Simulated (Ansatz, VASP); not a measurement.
## One calculation of C, two programs

```
C
1.0
     2.46572    0.00000    0.00000
    -1.23286    2.13538    0.00000
     0.00000    0.00000   17.50000
C
4
Direct
  0.33333 0.66667 0.25714
  0.66667 0.33333 0.25715
  0.50000 0.00000 0.45580
  0.83333 0.66667 0.45581
```

Alike in both runs: functional PBE; dispersion D3(BJ); k mesh 15 × 15 × 1; occupations gaussian, width 0.1 eV; no spin polarisation.

Ansatz relaxed the structure, and its values are those at the end. VASP's run is a single point on that final structure, the one shown.

|  | VASP | Ansatz |
| --- | --- | --- |
| version | VASP 6.6.1 | Ansatz 0.2.0 |
| potentials or method | VASP PAW PBE potentials, release 64 (C) | scalar-relativistic, plane waves, PAW |
| plane-wave cutoff (eV) | 520 | 420 |
| valence electrons in the cell | 16 | 16 |

```csv
,VASP,Ansatz,Ansatz less VASP
gap on the k mesh at the Fermi level (eV),0.36,0.36,0.000
least direct gap on the mesh (eV),0.36,0.36,0.000
rms of the force components (eV/Å),0.005,0.005,0.0000
```
